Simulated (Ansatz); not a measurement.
# Stiffness of NaF from strained cells

```xyz
2
Lattice="0.0000 2.3233 2.3233 2.3233 0.0000 2.3233 2.3233 2.3233 0.0000" Properties=species:S:1:pos:R:3 pbc="T T T"
Na    0.0000    0.0000    0.0000
F     2.3233    2.3233    2.3233
```

Atoms are numbered in the order listed.

Structure: COD 9007459, as refined from experiment and not relaxed.

Computed with Ansatz 0.2.0, DFT, PBE, all-electron LAPW, scalar-relativistic.

Sampling and basis: a Γ-centred 10×10×10 k mesh, Fermi–Dirac smearing of 0.02 eV, basis error target 0.5 meV/atom, no spin polarisation.

The unstrained cell is at 1.72 GPa. Large strains and very small stresses are left out. Each strain is applied once, with fractional coordinates held (clamped ions), and σ below is the change of stress, positive in tension. One finite strain gives stress–strain coefficients at this pressure with an error of the order of the strain times third-order constants, a few per cent for each per cent of strain.

Q: Estimate the stiffness probed by this change, and the stress that it gives: xy engineering shear strain of -1.5 %.

A: σxy = -0.40 GPa and γxy = 2εxy = -0.0150, so C44 (clamped ions) = σxy/γxy = 27 GPa.
